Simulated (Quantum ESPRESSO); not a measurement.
The system is Nb.

```
Nb
1.0
    -1.66395    1.66395    1.66395
     1.66395   -1.66395    1.66395
     1.66395    1.66395   -1.66395
Nb
1
Direct
  0.00000 0.00000 0.00000
```

Base run:

| Property | Result |
| --- | --- |
| Program | Quantum ESPRESSO 7.5 |
| Functional | r2SCAN |
| Potentials or basis | SG15 PBE 1.2 |
| Cutoff | 952 eV |
| Density cutoff | 3810 eV |
| k mesh | 8 × 8 × 8 |
| Occupations | fermi-dirac, width 0.05 eV |
| Spin | no spin polarisation |

Its results: band gap on the k mesh none (metal or under the smearing width); pressure -4.3 GPa.

Problem. The run is repeated on the same cell with these changes: functional from r2SCAN to PBE. What comes out?

Solution. Band gap on the k mesh none (metal or under the smearing width); pressure -2.5 GPa.

Caveats: the potentials were made for another functional, which shifts forces and pressure (some runs).

Not every run made on this cell is shown here.
